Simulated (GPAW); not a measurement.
CoO:

```
CELL_PARAMETERS angstrom
0.00000 2.13150 2.13150
2.13150 0.00000 2.13150
2.13150 2.13150 0.00000
ATOMIC_POSITIONS crystal
Co 0.00000 0.00000 0.00000
O 0.50000 0.50000 0.50000
```

Base run:

```yaml
Program: GPAW 26.7.0
Functional: PBEsol
Potentials_or_basis: PAW data sets generated in the run's folder for this functional
Cutoff: 1040 eV
Basis: pw
k_mesh: 11 × 11 × 11
Occupations: fermi-dirac, width 0.05 eV
Spin: collinear spin, ferromagnetic start
Starting_moments: "[2.0, 0.0] μB"
Hubbard_terms: Co d U = 3.5 eV
```

Its results: pressure -7.3 GPa; net moment 3.00 μB per cell; site moments Co +2.69; O +0.19 μB.

The run is repeated on the same cell with these changes: cutoff from 1040 eV to 800 eV; hubbard terms from Co d U = 3.5 eV to Co d U = 8 eV. What comes out?

Pressure -4.8 GPa; net moment 3.00 μB per cell; site moments Co +2.78; O +0.15 μB.

Caveats: a cell with one magnetic atom can't hold antiferromagnetic order, which such compounds often take.
